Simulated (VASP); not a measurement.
Al2Pt: equation of state with PBE

Crystal: Al2Pt.

```
Pt Al
1.0
     0.00000    2.97223    2.97223
     2.97223    0.00000    2.97223
     2.97223    2.97223    0.00000
Pt Al
1 2
Direct
  0.00000 0.00000 0.00000
  0.75000 0.75000 0.75000
  0.25000 0.25000 0.25000
```

```json
{"Program": "VASP 6.6.1", "Task": "equation of state", "Functional": "PBE", "Potentials or basis": "VASP PAW PBE potentials, release 64 (Pt, Al)", "Cutoff": "520 eV", "k mesh": "8 × 8 × 8", "Occupations": "fermi-dirac, width 0.05 eV", "Spin": "no spin polarisation", "Ladder": "gaps", "Further INCAR settings": "ALGO = Normal; EDIFF = 1e-06"}
```

```
Equilibrium volume                      : 17.51 Å³/atom
Bulk modulus                            : 130 GPa
Pressure derivative of the bulk modulus : 4.5 (rough: it moves with the points fitted)
```

Energy against volume, from the lowest point:
| volume (Å³/atom) | energy (meV/atom) |
| --- | --- |
| 16.805 | 12.26 |
| 17.155 | 2.97 |
| 17.505 | 0.00 |
| 17.855 | 2.71 |
| 18.205 | 10.49 |

All runs of the series together: 68 s on 1 thread of Intel(R) Xeon(R) Platinum 8488C (Sapphire Rapids), with other jobs on the host.

The run has no spin-orbit coupling, so splittings on Pt are missing.
